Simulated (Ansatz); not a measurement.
## Zn in Ansatz: the effect of target pressure

Crystal: Zn.

```
Zn
1.0
    -1.56904    1.56904    1.56904
     1.56904   -1.56904    1.56904
     1.56904    1.56904   -1.56904
Zn
1
Direct
  0.00000 0.00000 0.00000
```

This isn't the form of Zn at room conditions, which is hcp.

Alike in all runs:

```yaml
Program: Ansatz 0.2.0
Task: relaxation of cell and atoms
Functional: PBEsol
Potentials_or_basis: Ansatz PAW
Cutoff: "420 eV (not typed: the program's choice for these potentials)"
k_mesh: 12 × 12 × 12
Occupations: fermi-dirac, width 0.05 eV
Spin: no spin polarisation
```

Each run relaxes the cell or the atoms first.

```csv
target pressure,relaxed volume (Å³/atom)
0 GPa,14.27
2 GPa,13.95
5 GPa,?
10 GPa,13.00
20 GPa,12.17
30 GPa,11.58
```

Q: What does the run with target pressure 5 GPa give?

A: Relaxed volume 13.55 Å³/atom.

Worked out: In Murnaghan's law V^(-B') rises as a straight line in P. The other rows fit best with B' = 4.6, V0 = 14.27 Å³/atom and B0 = 86 GPa, which gives 13.55 Å³/atom at 5 GPa, against the run's 13.55.

Caveats: the plane-wave basis is chosen anew once the cell has moved, so the energies of steps on either side of that aren't comparable; the PAW data sets come from PBE, with cores solved anew for the run's functional, which leaves a small shift of forces and pressure; the volume moved by over 15 % at a fixed basis, so the end points are rough (some runs).
